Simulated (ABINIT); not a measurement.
Crystal: BeTe.

```xyz
2
Lattice="0.0000 2.7700 2.7700 2.7700 0.0000 2.7700 2.7700 2.7700 0.0000" Properties=species:S:1:pos:R:3 pbc="T T T"
Te    4.1550    4.1550    4.1550
Be    0.0000    0.0000    0.0000
```

Base run:

| Quantity | Value |
| --- | --- |
| Program | ABINIT 10.8.3 (patched build) |
| Functional | AM05 |
| Potentials or basis | JTH PAW PBE v2.0 |
| Cutoff | 517 eV |
| k mesh | 8 × 8 × 8 |
| Occupations | fermi-dirac, width 0.05 eV |
| Spin | spin-orbit coupling, no magnetisation |

Its results: band gap on the k mesh 1.50 eV, indirect (least direct gap 3.26 eV); pressure 2.8 GPa.

Q: The run is repeated on the same cell with these changes: functional from AM05 to RPBE. What comes out?

A: Band gap on the k mesh 1.64 eV, indirect (least direct gap 3.31 eV); pressure 6.1 GPa.

RPBE binds less tightly than AM05, so the same cell stands under more pressure.

Caveats: the PAW data sets were made with another functional, which shifts forces and pressure a little.
